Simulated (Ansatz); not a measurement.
# CoO (Fm-3m): zero-pressure volume and bulk modulus with RPBE + D4

One table from this session's results is given with a row withheld; the runs are named, their logs left out.

Program: Ansatz 0.2.0. Level of theory: DFT RPBE + D4 with U = 3.3 eV on Co 3d, scalar-relativistic, plane waves, PAW. These are calculated values, not measurements.

2 further runs of the same task are left out: 1 that didn't finish, 1 set aside as unsound or not needed. Runs told in other sessions of the task aren't counted.

### The system as given

Symmetry: Fm-3m, No. 225, cubic system. The conventional cell has a = 4.263 Å, b = 4.263 Å, c = 4.263 Å, α = 90.00°, β = 90.00°, γ = 90.00°. Co (site symmetry m-3m) has 6 O at 2.13 Å in its first shell of neighbours. O (site symmetry m-3m) is surrounded by 6 Co at 2.13 Å.

Coordinates:

```
CELL_PARAMETERS angstrom
0.00000 2.13150 2.13150
2.13150 0.00000 2.13150
2.13150 2.13150 0.00000
ATOMIC_POSITIONS crystal
Co 0.00000 0.00000 0.00000
O 0.50000 0.50000 0.50000
```

At PBE+U (U_eff = 3.3 eV on Co 3d), an earlier run found 8.17 GPa for this cell of 9.684 Å³/atom (10×10×10 mesh), gap on the mesh 1.24 eV, spin moments in the atoms' spheres Co 2.60; O 0.23 μB. The cell is compressed at this level.

The first run:

input.yaml

```yaml
crystal:
  lattice:
    - [0.0, 2.1315016559, 2.1315016559]
    - [2.1315016559, 0.0, 2.1315016559]
    - [2.1315016559, 2.1315016559, 0.0]
  atoms:
    - { symbol: Co, position: [0.0, 0.0, 0.0], spin: 2.86 }
    - { symbol: O, position: [0.5, 0.5, 0.5] }
basis:
  ecutwfc: 420
  ecutrho_ratio: 4
kpoints:
  mp_grid: { grid: [10, 10, 10] }
hamiltonian:
  xc: rpbe
  dispersion: d4
  hubbard: { sites: [{ species: Co, l: d, u_eff: 3.3 }] }
scf:
  occupations: { method: gaussian, width: 0.05 }
  lower_state_search: "off"
output:
  forces: true
  stress: true
  eigenvalues: true
  populations: true
  hubbard: { sites: [{ species: Co, l: d }] }
magnetization:
  spin_polarized: true
checkpoint:
  read: start.run
  write: ck
  compress: false
  write_wavefunctions: false
  write_every: 100000
```

start.run holds the state of a PBE+U run on this cell.

The run is started by

```sh
> ansatz run input.yaml --threads 4 --pin off --max-ram 8192MiB --backend cpu --events-out ev --progress --plain --runs-dir out
```

Steps of the session up to this table: At the given cell; Stepping to 10.165 Å³/atom; Stepping to 10.088 Å³/atom; Volume × 0.98 of the new zero; Volume × 1.02 of the new zero; Volume × 0.96 of the new zero; Volume × 1.04 of the new zero.

One table of the session follows, with a row left open; its other results are not shown here.

It belongs to the step «Energy and pressure against volume». 

| volume (Å³/atom) | energy (meV/atom) | pressure (GPa) |
| --- | --- | --- |
| 9.684 | 9.03 | 7.45 |
| 9.886 | ? | ? |
| 10.088 | 0.00 | 0.01 |
| 10.290 | 2.03 | -3.14 |
| 10.491 | 7.70 | -5.82 |

Estimate the missing values for volume (Å³/atom) = 9.886.

Worked estimate for «energy (meV/atom)». A straight line through the neighbours (9.684, 9.03) and (10.088, 0.00) gives 9.03 + (0.00 − 9.03) × (9.886 − 9.684) / (10.088 − 9.684) = 4.51; a parabola fitted to 3 rows on both sides gives 2.33.

**Answer.** energy (meV/atom): 2.11; pressure (GPa): 3.52. In «energy (meV/atom)» the line misses by +2.40 and the parabola by +0.22.

Caveats from the session: Warnings in the runs' records: symmetry narrowed by occupation matrices, dispersion switch in reach, stability check not made.
